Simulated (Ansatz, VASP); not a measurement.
# Two plane-wave programs on BN

The input INCAR:

```
ALGO = Fast
EDIFF = 1E-6
EDIFFG = -0.005
ENCUT = 600
GGA = PS
IBRION = 2
ISIF = 3
ISMEAR = 0
IVDW = 12
LASPH = True
LCHARG = False
LREAL = False
LWAVE = False
NELM = 100
NSW = 80
PREC = Accurate
SIGMA = 0.01
```

File KPOINTS:

```
k-points
0
Gamma
  12 12 4
```

File POSCAR:

```
BN
1.0
    2.4982400000      0.0000000000      0.0000000000
   -1.2491200000      2.1635393048      0.0000000000
    0.0000000000      0.0000000000      6.6357000000
B N
2 2
Direct
    0.3333333333      0.6666666667      0.2500000000
    0.6666666667      0.3333333333      0.7500000000
    0.3333333333      0.6666666667      0.7500000000
    0.6666666667      0.3333333333      0.2500000000
```

Input for Ansatz:

```yaml
crystal:
  lattice:
    - [2.49824, 0.0, 0.0]
    - [-1.24912, 2.1635393048, 0.0]
    - [0.0, 0.0, 6.6357]
  atoms:
    - { symbol: B, position: [0.3333333333, 0.6666666667, 0.25] }
    - { symbol: B, position: [0.6666666667, 0.3333333333, 0.75] }
    - { symbol: "N", position: [0.3333333333, 0.6666666667, 0.75] }
    - { symbol: "N", position: [0.6666666667, 0.3333333333, 0.25] }
scf:
  occupations: { method: fixed }
output:
  forces: true
  stress: true
  eigenvalues: true
kpoints:
  mp_grid: { grid: [12, 12, 4] }
hamiltonian:
  xc: pbesol
  dispersion: d3bj
relax:
  f_tol: 0.005
  cell: { stress_tol: 0.05 }
```

Alike in both runs: task relaxation of cell and atoms; functional PBEsol; dispersion D3(BJ); k mesh 12 × 12 × 4; no spin polarisation.

|  | VASP | Ansatz |
| --- | --- | --- |
| version | VASP 6.6.1 | Ansatz 0.2.0 |
| potentials or method | VASP PAW PBE potentials, release 64 (B, N) | scalar-relativistic, plane waves, PAW |
| plane-wave cutoff (eV) | 600 | 420 |
| occupations | gaussian, width 0.01 eV | fixed |
| valence electrons in the cell | 16 | 16 |

|  | VASP | Ansatz | Ansatz less VASP |
| --- | --- | --- | --- |
| gap on the k mesh at the Fermi level, each at its own relaxed structure (eV) | 4.07 | 4.10 | +0.036 |
| relaxed volume (Å³/atom) | 8.61 | 8.69 | +0.081 |
| relaxed cell length with the largest relative difference (Å) | 6.355 | 6.418 | +0.0630 |
| energy change over the relaxation (meV/atom) | -2 | -1 | +0.7 |

Caveats: the PAW data sets were made with another functional, which shifts forces and pressure a little (VASP). A k mesh can miss the band edges.
